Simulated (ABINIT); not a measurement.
Write the native input for ABINIT 10.8.3 (patched build) that does the following.

```yaml
Task: band structure
Functional: PBE
Potentials_or_basis: PseudoDojo NC SR PBE v0.5 stringent
Cutoff: 1116 eV
k_mesh: 10 × 10 × 5
Occupations: fermi-dirac, width 0.05 eV
Spin: no spin polarisation
```

The system is SiC (Moissanite).

```
Si C
1.0
     3.07600    0.00000    0.00000
    -1.53800    2.66389    0.00000
     0.00000    0.00000    5.04800
Si C
2 2
Cartesian
  1.5380 0.8880 2.5240
  0.0000 1.7759 0.0000
  1.5380 0.8880 4.4675
  0.0000 1.7759 1.9435
```

The input as run:

run.abi

```
# Datasets: ground state, then fixed potential
ndtset 2

# Pseudopotentials
pp_dirpath "./"
pseudos "Si.upf, C.upf"

# Structure
acell 3*1.0
rprim
     5.8127975593     0.0000000000     0.0000000000
    -2.9063987797     5.0340303534     0.0000000000
     0.0000000000     0.0000000000     9.5393374771
ntypat 2
znucl 14 6
natom 4
typat 1 1 2 2
xred
     0.6666666667     0.3333333333     0.5000000000
     0.3333333333     0.6666666667     0.0000000000
     0.6666666667     0.3333333333     0.8850000000
     0.3333333333     0.6666666667     0.3850000000

# Plane-wave basis
ecut 41.0

# Exchange and correlation
ixc 11

# Bands and occupations
occopt 3
tsmear 0.00183747

# SCF cycle
nstep 100

# Output
iomode 3
prtwf 0
prteig 0
prtebands 0
prtden1 1

# Dataset 1
kptopt1 1
ngkpt1 10 10 5
nshiftk1 1
shiftk1 0.0 0.0 0.0
nband1 12
tolvrs1 1.0e-10

# Dataset 2: bands along G-M-K-G-A-L-H-A
iscf2 -2
getden2 1
nband2 16
nbdbuf2 2
tolwfr2 1.0e-12
kptopt2 -7
ndivsm2 8
prteig2 1
kptbounds2
     0.0000000000     0.0000000000     0.0000000000
     0.5000000000     0.0000000000     0.0000000000
     0.3333333333     0.3333333333     0.0000000000
     0.0000000000     0.0000000000     0.0000000000
     0.0000000000     0.0000000000     0.5000000000
     0.5000000000     0.0000000000     0.5000000000
     0.3333333333     0.3333333333     0.5000000000
     0.0000000000     0.0000000000     0.5000000000
```

Potentials or basis: PseudoDojo NC SR PBE v0.5 stringent.

The run is started by

```console
$ abinit run.abi > log 2>&1
```

Results of the run:

The pressure is 3.7 GPa and the largest force is 0.760 eV/Å. The band gap on the k mesh is 2.49 eV, indirect (least direct gap 4.09 eV). The band gap along the path is 2.33 eV, indirect (least direct gap 4.09 eV). The valence electrons inside the program's atomic spheres are Si 1.94; C 4.26.

Caveat: the mesh misses the band edges, which the band path finds closer together.

Wall time 2.7 min on 1 thread of Arm Neoverse V1 (shared host), peak memory 0.15 GiB.
